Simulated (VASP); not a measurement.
# Se (R-3m) in VASP: further runs

Runs on Se. Level: PBEsol. Tasks: relaxation of cell and atoms.

Everything below comes from runs of VASP 6.6.1. Logs are shortened: lines on timing, memory, paths and dates and some standing lists are left out, and cuts for length are marked.

### Step 1. Starting point

Symmetry: R-3m, No. 166, trigonal system. Conventional cell: a = 3.952 Å, b = 3.952 Å, c = 2.960 Å, α = 90.00°, β = 90.00°, γ = 120.00°. Se (site symmetry -3m) has 6 Se at 2.49 Å as nearest neighbours.

This isn't the form of Se at room conditions, which is trigonal, of chains.

### Step 2. Relaxation of cell and atoms, PBEsol, target pressure 75 GPa, at which the enthalpy is minimised

INCAR reads:

```
PREC     = Accurate       # precision mode
ENCUT    = 520            # plane-wave cutoff, eV
EDIFF    = 1E-7           # SCF threshold, eV
ISMEAR   = 0              # smearing method
SIGMA    = 0.1            # smearing width, eV
LREAL    = F              # projectors in reciprocal space
LASPH    = T              # aspherical terms in the spheres
NELM     = 60             # most SCF steps
ALGO     = Normal         # electronic algorithm
ISIF     = 3              # what is computed and relaxed
LWAVE    = F              # write WAVECAR
LCHARG   = F              # write CHGCAR
GGA      = PS             # functional
IBRION   = 2              # ionic algorithm
NSW      = 80             # ionic steps
EDIFFG   = -0.002         # ionic threshold
PSTRESS  = 750.0
```

KPOINTS reads:

```
regular mesh
0
Gamma
  6 6 6
```

POSCAR reads:

```
Se                                      
1.0
    1.9760053195      1.1408472233      0.9866355630
   -1.9760053195      1.1408472233      0.9866355630
    0.0000000000     -2.2816944471      0.9866355632
  Se            
     1
Direct
     0.0000000000000000    0.0000000000000000    0.0000000000000000
```

Potentials or basis: VASP PAW PBE potentials, release 64 (Se).

The run is started by

```sh
$ cat potpaw_PBE.64/Se/POTCAR > POTCAR
$ mpirun -np 1 vasp_std > vasp.out
```

OUTCAR:

```text
PREC = Accurate
   ENCUT = 520
   EDIFF = 1E-7
   ISMEAR = 0
   LREAL = F
   LASPH = T
   NELM = 60
   ISIF = 3
   GGA = PS
   IBRION = 2
   NSW = 80
   EDIFFG = -0.002
   PSTRESS = 750.0

 ion  position               nearest neighbor table
   1  0.000  0.000  0.000-

  LATTYP: Found a trigonal (rhomboedric) cell.
 ALAT       =     2.4858759309
 COS(alpha) =    -0.2637096902

  Lattice vectors:

 A1 = (   1.9760053195,   1.1408472233,   0.9866355630)
 A2 = (  -1.9760053195,   1.1408472233,   0.9866355630)
 A3 = (   0.0000000000,  -2.2816944471,   0.9866355632)

Analysis of symmetry for initial positions (statically):
=====================================================================
 Subroutine PRICEL returns:
 Original cell was already a primitive cell.

 Routine SETGRP: Setting up the symmetry group for a
 trigonal (rhombohedral) supercell.

 Subroutine GETGRP returns: Found 12 space group operations
 (whereof 12 operations were pure point group operations)
 out of a pool of 12 trial point group operations.

The static configuration has the point symmetry D_3d.

Analysis of symmetry for dynamics (positions and initial velocities):
=====================================================================
 Subroutine PRICEL returns:
 Original cell was already a primitive cell.

 Routine SETGRP: Setting up the symmetry group for a
 trigonal (rhombohedral) supercell.

 Subroutine GETGRP returns: Found 12 space group operations
 (whereof 12 operations were pure point group operations)
 out of a pool of 12 trial point group operations.

The dynamic configuration has the point symmetry D_3d.

 Subroutine INISYM returns: Found 12 space group operations
 (whereof 12 operations are pure point group operations),
 and found     1 'primitive' translations

----------------------------------------------------------------------------------------

                                     Primitive cell

  volume of cell :      13.3452

  direct lattice vectors                    reciprocal lattice vectors
     1.976005320  1.140847223  0.986635563     0.253035756  0.146090259  0.337848488
    -1.976005320  1.140847223  0.986635563    -0.253035756  0.146090259  0.337848488
     0.000000000 -2.281694447  0.986635563     0.000000000 -0.292180519  0.337848488

  length of vectors
     2.485875931  2.485875931  2.485875959     0.446666608  0.446666608  0.446666605

  position of ions in fractional coordinates (direct lattice)
     0.000000000  0.000000000  0.000000000

  ion indices of the primitive-cell ions
   primitive index   ion index
                 1           1

----------------------------------------------------------------------------------------

 KPOINTS: regular mesh

Automatic generation of k-mesh.
 Grid dimensions read from file:
 generate k-points for:    6    6    6

 Generating k-lattice:

  Cartesian coordinates                     Fractional coordinates (reciprocal lattice)
     0.042172626  0.024348377  0.056308081     0.166666667  0.000000000 -0.000000000
    -0.042172626  0.024348377  0.056308081     0.000000000  0.166666667 -0.000000000
     0.000000000 -0.048696753  0.056308081     0.000000000  0.000000000  0.166666667

  Length of vectors
     0.074444435  0.074444435  0.074444434

  Shift w.r.t. Gamma in fractional coordinates (k-lattice)
     0.000000000  0.000000000  0.000000000

 Subroutine IBZKPT returns following result:
 ===========================================

 Found     32 irreducible k-points:

 Following reciprocal coordinates:
            Coordinates               Weight
  0.000000  0.000000  0.000000      1.000000
  0.166667  0.000000 -0.000000      6.000000
  0.333333  0.000000 -0.000000      6.000000
  0.500000  0.000000 -0.000000      3.000000
  0.166667  0.166667 -0.000000      6.000000
  0.333333  0.166667 -0.000000     12.000000
[... 16 lines left out ...]
  0.500000  0.500000  0.166667      6.000000
 -0.333333  0.500000  0.166667     12.000000
 [... further k-points ...]
   k-points           NKPTS =     32   k-points in BZ     NKDIM =     32   number of bands    NBANDS=      7
   number of dos      NEDOS =    301   number of ions     NIONS =      1
   total plane-waves  NPLWV =   5832
   dimension x,y,z NGX =    18 NGY =   18 NGZ =   18
   dimension x,y,z NGXF=    36 NGYF=   36 NGZF=   36
   ions per type =               1
   NGX,Y,Z   is equivalent  to a cutoff of  12.04, 12.04, 12.04 a.u.
   NGXF,Y,Z  is equivalent  to a cutoff of  24.08, 24.08, 24.08 a.u.
 SYSTEM =  unknown system
   PREC   = accura    normal or accurate (medium, high low for compatibility)
   ISTART =      0    job   : 0-new  1-cont  2-samecut
   ICHARG =      2    charge: 1-file 2-atom 10-const
   ISPIN  =      1    spin polarized calculation?
   LNONCOLLINEAR =      F non collinear calculations
   LSORBIT =      F    spin-orbit coupling
   LASPH  =      T    aspherical Exc in radial PAW
   ENCUT  =  520.0 eV  38.22 Ry    6.18 a.u.   4.62  4.62  4.62*2*pi/ulx,y,z
   NELM   =     60;   NELMIN=  2; NELMDL= -5     # of ELM steps
   EDIFF  = 0.1E-06   stopping-criterion for ELM
   LREAL  =      F    real-space projection
   EDIFFG = -.2E-02   stopping-criterion for IOM
   NSW    =     80    number of steps for IOM
   IBRION =      2    ionic relax: 0-MD 1-quasi-New 2-CG
   NFREE  =      1    steps in history (QN), initial steepest desc. (CG)
   ISIF   =      3    stress and relaxation
   ISYM   =      2    0-nonsym 1-usesym 2-fastsym
   POTIM  = 0.5000    time-step for ionic-motion
   TEBEG  =    0.0;   TEEND  =   0.0 temperature during run
   PSTRESS=  750.0 pullay stress
   NELECT =       6.0000    total number of electrons
   NUPDOWN=      -1.0000    fix difference up-down
   EMIN   =  10.00;   EMAX   =-10.00  energy-range for DOS
   EFERMI =   0.00;   METHOD = LEGACY
   ISMEAR =     0;   SIGMA  =   0.10  broadening in eV -4-tet -1-fermi 0-gaus
   EFERMI_NEDOS =   21; number of points for ismear=-14 and -15
   IALGO  =     38    algorithm
   IMIX   =      4    mixing-type and parameters
     AMIX     =   0.40;   BMIX     =  1.00
     AMIX_MAG =   1.60;   BMIX_MAG =  1.00
  volume/ion in A,a.u.               =      13.35        90.06
  Fermi-wavevector in a.u.,A,eV,Ry     =   1.254154  2.370007 21.400619  1.572901
  Thomas-Fermi vector in A             =   2.387972
   LORBIT       =      0    0 simple, 1 ext, 2 COOP (PROOUT), +10 PAW based schemes
   GGA     = PS    functional components
   LHFCALC =     F    Hartree Fock is set to
   AEXX    =    0.0000 exact exchange contribution
   IVDW    =     0    specifies the selected vdW correction
   LEPSILON=     F    determine dielectric tensor
   LRPA    =     F    only Hartree local field effects (RPA)
 conjugate gradient relaxation of ions
 non-spin polarized calculation
 Gauss-broadening in eV      SIGMA  =   0.10
  energy-cutoff  :      520.00
  volume of cell :       13.35
 maximum number of plane-waves:       387
   NGX =  9   NGY =  9   NGZ =  9

 number of electron       6.0000000 magnetization

 Free energy of the ion-electron system (eV)
  ---------------------------------------------------
  ext. energy  EPLUGINS =         0.00000000
  ---------------------------------------------------
  free energy    TOTEN  =        -2.53535578 eV

  energy without entropy =       -2.53221932  energy(sigma->0) =       -2.53378755

 E-fermi :  11.6137     XC(G=0): -12.6716

 val. band max:       11.6137054262   @ k =   0.5000   0.3333   0.1667
 cond. band min:      11.9593212073   @ k =  -0.1667   0.1667   0.1667
 fundamental gap:      0.3456157810
 Fermi energy:        11.6137173528

 k-point     1 :       0.0000    0.0000    0.0000
  band No.  band energies     occupation
      1      -9.5394      2.00000
      2      15.1682      0.00000
      3      17.5486      0.00000
      4      17.5486      0.00000
      5      22.4359      0.00000
      6      22.4359      0.00000
      7      25.2980      0.00000

 k-point     2 :       0.1667    0.0000   -0.0000
  band No.  band energies     occupation
      1      -8.7543      2.00000
      2      10.9111      2.00000
      3      15.3458      0.00000
      4      16.9202      0.00000
      5      22.5195      0.00000
      6      24.4682      0.00000
      7      26.7404      0.00000

 k-point     3 :       0.3333    0.0000   -0.0000
  band No.  band energies     occupation
      1      -6.4852      2.00000
      2       4.2579      2.00000
      3      14.2154      0.00000
      4      16.2284      0.00000
      5      20.8869      0.00000
      6      22.0899      0.00000
      7      30.9215      0.00000

 k-point     4 :       0.5000    0.0000   -0.0000
  band No.  band energies     occupation
      1      -4.1023      2.00000
      2       0.3257      2.00000
      3      13.8125      0.00000
      4      16.0631      0.00000
      5      19.9007      0.00000
      6      21.1011      0.00000
      7      34.6058      0.00000

 k-point     5 :       0.1667    0.1667   -0.0000
  band No.  band energies     occupation
      1      -7.4538      2.00000
      2       8.7682      2.00000
      3       9.8059      2.00000
      4      14.9644      0.00000
      5      23.9215      0.00000
      6      26.6710      0.00000
      7      29.8347      0.00000

 k-point     6 :       0.3333    0.1667   -0.0000
  band No.  band energies     occupation
      1      -4.8270      2.00000
      2       3.0839      2.00000
      3       8.9690      2.00000
      4      14.5537      0.00000
      5      22.6510      0.00000
      6      26.9170      0.00000
      7      29.9520      0.00000

 k-point     7 :       0.5000    0.1667   -0.0000
  band No.  band energies     occupation
      1      -3.9136      2.00000
      2       1.5854      2.00000
      3      10.0930      2.00000
      4      15.2067      0.00000
      5      21.5891      0.00000
      6      25.3395      0.00000
      7      29.3418      0.00000
[... 121 lines left out ...]
 k-point    20 :       0.5000    0.3333    0.1667
  band No.  band energies     occupation
      1      -2.5370      2.00000
      2       3.8815      2.00000
      3       8.3031      2.00000
      4      11.6137      1.00013
      5      17.5106      0.00000
      6      23.1314      0.00000
      7      28.4815      0.00000

 k-point    21 :      -0.3333    0.3333    0.1667
  band No.  band energies     occupation
      1      -4.6776      2.00000
      2       7.0330      2.00000
      3       9.5390      2.00000
      4      13.0193      0.00000
      5      17.6807      0.00000
      6      20.7849      0.00000
      7      27.6498      0.00000

 k-point    22 :      -0.1667    0.3333    0.1667
  band No.  band energies     occupation
      1      -5.4705      2.00000
      2       5.1805      2.00000
      3      10.8457      2.00000
      4      13.8696      0.00000
      5      21.2897      0.00000
      6      25.1566      0.00000
      7      27.3224      0.00000

 k-point    23 :       0.5000    0.5000    0.1667
  band No.  band energies     occupation
      1      -0.7956      2.00000
      2       1.8659      2.00000
      3       8.1614      2.00000
      4      13.1759      0.00000
      5      17.0343      0.00000
      6      22.8875      0.00000
      7      23.4289      0.00000

 k-point    24 :      -0.3333    0.5000    0.1667
  band No.  band energies     occupation
      1      -1.9785      2.00000
      2       3.1238      2.00000
      3       6.5657      2.00000
      4      13.9863      0.00000
      5      19.9096      0.00000
      6      22.9866      0.00000
      7      25.6314      0.00000

 [... further k-points ...]
[... 5 lines left out ...]
  --------------------------------------------------------------------------------------
  -------------------------------------------------------------------------------------
  Total        6.2474702      6.2474704      6.2489048      0.0000000     -0.0000000      0.0000000
  in kB      750.0516346    750.0516613    750.2238642      0.0000000     -0.0000002      0.0000000
  external PRESSURE =       0.1090534 kB  Pullay stress =     750.0000000 kB

 VOLUME and BASIS-vectors are now :
 -----------------------------------------------------------------------------
  energy-cutoff  :      520.00
  volume of cell :       13.35
      direct lattice vectors                 reciprocal lattice vectors
     1.976005320  1.140847223  0.986635563     0.253035756  0.146090259  0.337848488
    -1.976005320  1.140847223  0.986635563    -0.253035756  0.146090259  0.337848488
     0.000000000 -2.281694447  0.986635563     0.000000000 -0.292180519  0.337848488

 POSITION                                       TOTAL-FORCE (eV/Angst)
 -----------------------------------------------------------------------------------
      0.00000      0.00000      0.00000         0.000000      0.000000      0.000000
 -----------------------------------------------------------------------------------
    total drift:                               -0.000000      0.000000      0.000000

  FREE ENERGIE OF THE ION-ELECTRON SYSTEM (eV)
  ---------------------------------------------------
  free  energy   TOTEN  =        -2.5353557795 eV

  energy  without entropy=       -2.5322193169  energy(sigma->0) =       -2.53378755

  enthalpy is  TOTEN    =         3.7116843536 eV   P V=        6.2470401331

 reached required accuracy - stopping structural energy minimisation
```

Run time: 2.7 s. Hardware: 1 thread of Intel Xeon Platinum 8488C (Sapphire Rapids), shared host; peak memory 0.11 GiB.

What came out:

```
Free energy             : -2.5354 eV
Pressure after relaxing : 75.0 GPa
Band gap on the k mesh  : none (metal or under the smearing width)
```

Final structure:
```xyz
1
Lattice="1.9760 1.1408 0.9866 -1.9760 1.1408 0.9866 0.0000 -2.2817 0.9866" Properties=species:S:1:pos:R:3 pbc="T T T"
Se    0.0000    0.0000    0.0000
```

Caveat: the k mesh is coarse (spacing up to 0.47 Å⁻¹), so the values aren't converged; the relaxation stopped at its first step, so nothing moved; the cell is relaxed towards a set pressure, so the enthalpy falls and the energy may rise; the PAW data sets were made with another functional, which shifts forces and pressure a little.

[end of part 1 of 2]
